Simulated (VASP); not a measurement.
AgCl:

```xyz
2
Lattice="0.0000 2.7727 2.7727 2.7727 0.0000 2.7727 2.7727 2.7727 0.0000" Properties=species:S:1:pos:R:3 pbc="T T T"
Ag    0.0000    0.0000    0.0000
Cl    2.7727    2.7727    2.7727
```

The cell is a database's computed one.

* Program: VASP 6.6.1
* Task: relaxation of cell and atoms
* Functional: LDA
* Potentials or basis: VASP PAW LDA potentials, release 64 (Ag, Cl)
* Cutoff: 600 eV
* k mesh: 8 × 8 × 8
* Occupations: gaussian, width 0.02 eV
* Spin: no spin polarisation

At the start: pressure -5.5 GPa; volume 21.32 Å³/atom.

Question: How do energy, volume and symmetry change on relaxing?

Answer: Over 3 steps the energy falls by 40.5 meV/atom and the volume is 19.21 Å³/atom (-9.9 %); space group Fm-3m (No. 225, to 0.05 Å).

The path:
| step | energy change (eV) | largest force (eV/Å) | pressure (GPa) | volume (Å³) |
| --- | --- | --- | --- | --- |
| 1 | 0.0000 | 0.0000 | -5.53 | 42.63 |
| 2 | -0.0809 | 0.0000 | 0.31 | 38.25 |
| 3 | -0.0810 | 0.0000 | 0.00 | 38.42 |

Final structure:
```cif
data_structure
_symmetry_space_group_name_H-M 'P 1'
_symmetry_Int_Tables_number 1
_cell_length_a 3.7874
_cell_length_b 3.7874
_cell_length_c 3.7874
_cell_angle_alpha 60.000
_cell_angle_beta 60.000
_cell_angle_gamma 60.000
_cell_volume 38.42
loop_
_atom_site_label
_atom_site_type_symbol
_atom_site_fract_x
_atom_site_fract_y
_atom_site_fract_z
_atom_site_occupancy
Ag1 Ag 0.00000 0.00000 0.00000 1
Cl1 Cl 0.50000 0.50000 0.50000 1
```
